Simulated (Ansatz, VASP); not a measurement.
# One calculation of MgS, two programs

Contents of POSCAR:

```
MgS
1.0
    4.0346224068      0.0000000000      0.0000000000
   -2.0173112034      3.4940854990      0.0000000000
    0.0000000000      0.0000000000      6.4322941800
S Mg
2 2
Direct
    0.6666666667      0.3333333333      0.8792441500
    0.3333333333      0.6666666667      0.3792441500
    0.3333333333      0.6666666667      0.9957548500
    0.6666666667      0.3333333333      0.4957548500
```

Contents of INCAR.step1:

```
SYSTEM = MgS
ALGO     = Normal         ! electronic algorithm
EDIFF    = 1E-5           ! SCF threshold, eV
ENCUT    = 520            ! plane-wave cutoff, eV
GGA      = PE             ! functional
ISIF     = 2              ! what is computed and relaxed
ISMEAR   = -1             ! smearing method
LASPH    = .True.         ! aspherical terms in the spheres
LCHARG   = .False.        ! write CHGCAR
LREAL    = .False.        ! projectors in reciprocal space
LWAVE    = .True.         ! write WAVECAR
NELM     = 100            ! most SCF steps
PREC     = Accurate       ! precision mode
SIGMA    = 0.05           ! smearing width, eV
```

File INCAR.step2:

```
SYSTEM = MgS
AEXX     = 0.3            ! exact-exchange fraction
ALGO     = Normal         ! electronic algorithm
EDIFF    = 1E-7           ! SCF threshold, eV
ENCUT    = 520            ! plane-wave cutoff, eV
GGA      = PE             ! functional
HFSCREEN = 0.2            ! screening, 1/A
ISIF     = 2              ! what is computed and relaxed
ISMEAR   = -1             ! smearing method
ISTART   = 1            
LASPH    = .True.         ! aspherical terms in the spheres
LCHARG   = .False.        ! write CHGCAR
LHFCALC  = .True.         ! exact exchange
LREAL    = .False.        ! projectors in reciprocal space
LWAVE    = .False.        ! write WAVECAR
NELM     = 100            ! most SCF steps
PREC     = Accurate       ! precision mode
PRECFOCK = Fast         
SIGMA    = 0.05           ! smearing width, eV
```

File KPOINTS:

```
k-points
0
Gamma
  4 4 2
  0 0 0
```

File input.yaml:

```yaml
crystal:
  lattice:
    - [4.0346224068, 0.0, 0.0]
    - [-2.0173112034, 3.494085499, 0.0]
    - [0.0, 0.0, 6.43229418]
  atoms:
    - { symbol: S, position: [0.6666666667, 0.3333333333, 0.87924415] }
    - { symbol: S, position: [0.3333333333, 0.6666666667, 0.37924415] }
    - { symbol: Mg, position: [0.3333333333, 0.6666666667, 0.99575485] }
    - { symbol: Mg, position: [0.6666666667, 0.3333333333, 0.49575485] }
hamiltonian:
  xc: { exchange: pbe, correlation: pbe, exx: { coeff: 0.3, omega: 0.2 } }
  pseudopotentials: { kind: paw }
kpoints:
  mp_grid: { grid: [4, 4, 2] }
scf:
  occupations: { method: fermi_dirac, width: 0.05 }
output:
  forces: true
  stress: true
  eigenvalues: true
  write_density: true
  write_potential: true
  elf: true
  volumetric_format: npy
```

The cell comes from a database or a generator and needn't be the stable form of this composition.

Alike in both runs: task single point; functional HSE(alpha, omega); k mesh 4 × 4 × 2; occupations fermi-dirac, width 0.05 eV; no spin polarisation.

|  | VASP | Ansatz |
| --- | --- | --- |
| version | VASP 6.6.1 | Ansatz 0.2.0 |
| potentials or method | VASP PAW PBE potentials, release 64 (S, Mg) | Ansatz PAW |
| plane-wave cutoff (eV) | 520 | 420 |
| valence electrons in the cell | 16 | 32 |

```csv
,VASP,Ansatz,Ansatz less VASP
gap on the k mesh at the Fermi level (eV),4.73,4.75,+0.017
least direct gap on the mesh (eV),4.73,4.75,+0.017
pressure (GPa),-0.3,-0.2,+0.18
largest component of the traceless stress (GPa),0.21,0.22,+0.006
rms of the force components (eV/Å),0.030,0.030,-0.0008
```

Atom by atom the forces differ by 0.001 eV/Å (rms over components). The two sets of potentials don't hold the same shells in valence.

Caveats: the k mesh is coarse (spacing up to 0.49 Å⁻¹), so the values aren't converged, least of all with exact exchange; the PAW data sets were made with another functional, which shifts forces and pressure a little (VASP); the PAW data sets come from PBE, with cores solved anew for the run's functional, which leaves a small shift of forces and pressure (Ansatz); the thresholds are loose for stress (Ansatz).
